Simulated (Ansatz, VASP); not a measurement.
## Ba in VASP and in Ansatz

```
Ba
1.0
     4.35597    0.00000    0.00000
    -2.17798    3.77238    0.00000
     0.00000    0.00000   14.21552
Ba
4
Direct
  0.00000 0.00000 0.00000
  0.00000 0.00000 0.50000
  0.33333 0.66667 0.25000
  0.66667 0.33333 0.75000
```

Alike in both runs: functional PBEsol; k mesh 8 × 8 × 3; occupations fermi-dirac, width 0.1 eV; no spin polarisation.

Ansatz relaxed the structure, and its values are those at the end. VASP's run is a single point on that final structure, the one shown.

|  | VASP | Ansatz |
| --- | --- | --- |
| version | VASP 6.6.1 | Ansatz 0.2.0 |
| potentials or method | VASP PAW PBE potentials, release 64 (Ba_sv) | plane waves (420 eV) with PAW, scalar-relativistic |
| plane-wave cutoff (eV) | 520 | 420 |
| valence electrons in the cell | 40 | 40 |

|  | VASP | Ansatz | Ansatz less VASP |
| --- | --- | --- | --- |
| pressure (GPa) | 0.1 | 0.0 | -0.08 |

Ansatz warned: «pseudo_functional_mismatch».

Caveats: the PAW data sets were made with another functional, which shifts forces and pressure a little (VASP). Spin-orbit coupling is left out, which matters for the levels of Ba.
